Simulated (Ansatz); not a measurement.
In doubt: masses and optical values from hybrid runs of this build are listed as unsure (in some of the runs), which bears on the screening that GW takes from such a start.

System: PbF2 (Pnma).

The database entry behind the starting cell differs from later determinations by our own check (about 0.2 % short), so it need not match the best structure at ambient conditions.

Symmetry: Pnma, No. 62, orthorhombic system. The conventional cell has a = 6.427 Å, b = 3.891 Å, c = 7.636 Å, α = 90.00°, β = 90.00°, γ = 90.00°. Pb has 5 F at 2.48 to 2.57 Å nearest. Nearest to F lie 4 Pb at 2.48 to 2.51 Å. F has 1 Pb at 2.57 Å nearest. Farther neighbours and most contacts between anions are not listed.

```xyz
12
Lattice="6.4269 0.0000 0.0000 0.0000 3.8910 0.0000 0.0000 0.0000 7.6357" Properties=species:S:1:pos:R:3 pbc="T T T"
Pb    4.8587    2.9182    0.7865
Pb    1.5682    0.9727    6.8493
Pb    4.7816    0.9727    4.6044
Pb    1.6453    2.9182    3.0314
F     0.9126    2.9182    0.6490
F     5.5143    0.9727    6.9867
F     2.3008    0.9727    4.4669
F     4.1261    2.9182    3.1688
F     3.5412    2.9182    6.2155
F     2.8857    0.9727    1.4202
F     6.0991    0.9727    2.3976
F     0.3278    2.9182    5.2381
```

The cell and positions come from the Crystallography Open Database and are kept as given unless a step says otherwise. Spin-orbit coupling is left out unless a run names it. PAW set soft_2, made with PBE.

Gaps computed with Ansatz 0.2.0 without a self-energy: HSE06 5.53 eV, r2SCAN 4.70 eV and PBE0 6.24 eV.

Q: Estimate the G0W0@HSE06 gap with 2×4×2 mesh, 796 empty bands, screening to 150 eV, default PAW files.

About 6.66 eV: on its mesh the run moves the gap from 5.53 eV by +1.14 eV. Among the scalar-relativistic levels given, PBE0 is nearest (−0.42 eV). Bands and cutoff are finite, so the gap is not at the basis limit. The miss can reach some tenths of an eV and take either sign; the mesh is an error of its own. The 2×4×2 mesh is coarse for this cell (its supercell is 13 Å along the shortest edge). The RPA ε∞ on it, from the HSE06 start, is 2.92, 2.95 and 2.98; such meshes misread the long-range screening, most where the gap is narrow. Where an edge is built on 6p states of lead, bismuth or thallium, scalar-relativistic gaps usually stand too wide, by a few tenths to over one eV. The many-body steps are scalar-relativistic: spin-orbit coupling is not in them.

[Paths, hosts, dates, memory and timing lines, banners, echoed tables and standing remarks are left out of the program output.]

[Logs are printed without paths, hosts, clocks, repeated set-up lines and the standing remarks that a program may print on its own settings, such as how far it seeks lower states.]

[Runs of the session that timed out or met a known fault of the program may be left out.]

[Cells called generated may have been cut or substituted from an entry of the Crystallography Open Database or the Materials Project.]

[Hosts, paths, dates, database ids (printed as entryN), source tags and the programs' standing remarks are cut or masked in the printed files.]
